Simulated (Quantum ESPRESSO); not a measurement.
## V in Quantum ESPRESSO: the effect of functional

V:

```
V
1.0
    -1.51435    1.51435    1.51435
     1.51435   -1.51435    1.51435
     1.51435    1.51435   -1.51435
V
1
Cartesian
  0.0000 0.0000 0.0000
```

Alike in all runs:

```yaml
Program: Quantum ESPRESSO 7.5
Task: phonons
Cutoff: 1143 eV
Density_cutoff: 4572 eV
k_mesh: 8 × 8 × 8
Occupations: cold, width 0.2 eV
Spin: collinear spin, ferromagnetic start
Starting_moments: "[2.0] μB"
```

Each run relaxes the cell or the atoms first.

One run gave: relaxed volume 13.38 Å³/atom; highest phonon frequency 315 cm⁻¹. Which functional did it use?
A. BLYP
B. PBE
C. RPBE
D. revPBE
E. PBEsol

B.

```tsv
functional	potentials or basis	relaxed volume (Å³/atom)	highest phonon frequency (cm⁻¹)
PBE	PseudoDojo 0.4.1 SR PBE standard	13.38	315
PBEsol	PseudoDojo 0.4.1 SR PBEsol standard	12.88	325
revPBE	PseudoDojo 0.4.1 SR PBE standard	13.62	310
BLYP	PseudoDojo 0.4.1 SR PBE standard	13.79	606
RPBE	PseudoDojo 0.4.1 SR PBE standard	13.71	308
```

Caveats: all runs use coarse meshes; the mesh is thin for the phonons of a metal; the potentials were made for another functional, which shifts forces and pressure (some runs).

Not every run made on this cell is shown here.
